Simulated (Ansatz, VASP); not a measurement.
## Rh: VASP beside Ansatz

```
Rh
1.0
     0.00000    1.93507    1.93507
     1.93507    0.00000    1.93507
     1.93507    1.93507    0.00000
Rh
1
Direct
  0.00000 0.00000 0.00000
```

Change from the starting cell: volume scaled by 1.06.

Alike in both runs: task single point; functional PBEsol; k mesh 12 × 12 × 12; occupations fermi-dirac, width 0.05 eV; no spin polarisation.

|  | VASP | Ansatz |
| --- | --- | --- |
| version | VASP 6.6.1 | Ansatz 0.2.0 |
| potentials or method | VASP PAW PBE potentials, release 64 (Rh_pv) | Ansatz PAW |
| plane-wave cutoff (eV) | 520 | 420 |
| valence electrons in the cell | 15 | 17 |

Ansatz gave:

- gap on the k mesh at the Fermi level (eV): none
- pressure (GPa): -17.6

Q: Estimate VASP's values.

A: gap on the k mesh at the Fermi level (eV): none; pressure (GPa): -17.7.

A gap of «none» marks a metal or a gap that the smearing closes. The functional is the same, so the differences come from potentials, cutoffs and numerics. The two sets of potentials don't hold the same shells in valence.

Caveats: the PAW data sets were made with another functional, which shifts forces and pressure a little (VASP); the PAW data sets come from PBE, with cores solved anew for the run's functional, which leaves a small shift of forces and pressure (Ansatz).
